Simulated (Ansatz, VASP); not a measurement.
Two plane-wave programs on Co3Si8

The input INCAR:

```
PREC = Accurate
ENCUT = 520
EDIFF = 1E-7
ISMEAR = 0
SIGMA = 0.1
LREAL = False
LASPH = True
NELM = 100
ALGO = Normal
ISIF = 2
LWAVE = False
LCHARG = True
LDIPOL = True
IDIPOL = 3
DIPOL = 0.5 0.5 0.500
GGA = PS
LELF = True
LVHAR = True
LVACPOTAV = True
NBANDS = 40
```

Contents of KPOINTS:

```
regular mesh
0
Gamma
  9 9 1
```

File POSCAR:

```
Co3Si8
1.0
    3.7565102939      0.0000000000      0.0000000000
   -1.8782551469      3.2532333441      0.0000000000
    0.0000000000      0.0000000000     25.7351223391
Si Co
8 3
Direct
    0.6666666667      0.3333333333      0.2914305167
    0.0000000000      0.0000000000      0.3510217976
    0.3333333333      0.6666666667      0.4106130786
    0.6666666667      0.3333333333      0.4702043595
    0.0000000000      0.0000000000      0.5297956405
    0.3333333333      0.6666666667      0.5893869214
    0.6666666667      0.3333333333      0.6489782024
    0.0000000000      0.0000000000      0.7085694833
    0.6666666667      0.3333333333      0.3808174381
    0.3333333333      0.6666666667      0.5000000000
    0.0000000000      0.0000000000      0.6191825619
```

Input for Ansatz:

```yaml
crystal:
  lattice:
    - [3.7565102939, 0.0, 0.0]
    - [-1.8782551469, 3.2532333441, 0.0]
    - [0.0, 0.0, 25.7351223391]
  atoms:
    - { symbol: Si, position: [0.6666666667, 0.3333333333, 0.2914305167] }
    - { symbol: Si, position: [0.0, 0.0, 0.3510217976] }
    - { symbol: Co, position: [0.6666666667, 0.3333333333, 0.3808174381] }
    - { symbol: Si, position: [0.3333333333, 0.6666666667, 0.4106130786] }
    - { symbol: Si, position: [0.6666666667, 0.3333333333, 0.4702043595] }
    - { symbol: Co, position: [0.3333333333, 0.6666666667, 0.5] }
    - { symbol: Si, position: [0.0, 0.0, 0.5297956405] }
    - { symbol: Si, position: [0.3333333333, 0.6666666667, 0.5893869214] }
    - { symbol: Co, position: [0.0, 0.0, 0.6191825619] }
    - { symbol: Si, position: [0.6666666667, 0.3333333333, 0.6489782024] }
    - { symbol: Si, position: [0.0, 0.0, 0.7085694833] }
basis:
  ecutwfc: 420
kpoints:
  mp_grid: { grid: [9, 9, 1] }
hamiltonian:
  xc: pbesol
scf:
  occupations: { method: gaussian, width: 0.1 }
output:
  forces: true
  stress: true
  eigenvalues: true
efield:
  axis: 3
  dipole_correction: true
```

Alike in both runs: task single point; functional PBEsol; k mesh 9 × 9 × 1; occupations gaussian, width 0.1 eV; no spin polarisation.

```csv
,VASP,Ansatz
version,VASP 6.6.1,Ansatz 0.2.0
potentials or method,"VASP PAW PBE potentials, release 64 (Si, Co)","scalar-relativistic, plane waves, PAW"
plane-wave cutoff (eV),520,420
valence electrons in the cell,59,83
```

Ansatz gave:

```
gap on the k mesh at the Fermi level (eV)  : none
rms of the force components (eV/Å)         : 0.163
work function, face that differs most (eV) : 5.51
```

Problem. Estimate VASP's values.

Solution. gap on the k mesh at the Fermi level (eV): none; rms of the force components (eV/Å): 0.164; work function, face that differs most (eV): 5.50.

A gap of «none» marks a metal or a gap that the smearing closes. The two sets of potentials don't hold the same shells in valence.

Caveats: the PAW data sets were made with another functional, which shifts forces and pressure a little (VASP). Spin polarisation is off, so any magnetic state and its effect on volume and gap are missing.
